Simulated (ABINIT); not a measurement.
The system is HgTe (Coloradoite).

```
Hg Te
1.0
     0.00000    3.21450    3.21450
     3.21450    0.00000    3.21450
     3.21450    3.21450    0.00000
Hg Te
1 1
Direct
  0.00000 0.00000 0.00000
  0.75000 0.75000 0.75000
```

Base run:

- Program: ABINIT 10.8.3 (patched build)
- Functional: LDA
- Potentials or basis: JTH PAW LDA v2.0
- Cutoff: 544 eV
- k mesh: 6 × 6 × 6
- Occupations: fermi-dirac, width 0.05 eV
- Spin: no spin polarisation

Its results: band gap on the k mesh none (metal or under the smearing width); pressure 0.4 GPa.

**Question.** The run is repeated on the same cell with these changes: k mesh from 6 × 6 × 6 to 4 × 4 × 4. What comes out?

**Answer.** Band gap on the k mesh none (metal or under the smearing width); pressure 0.8 GPa.

Caveats: some runs use coarse meshes.
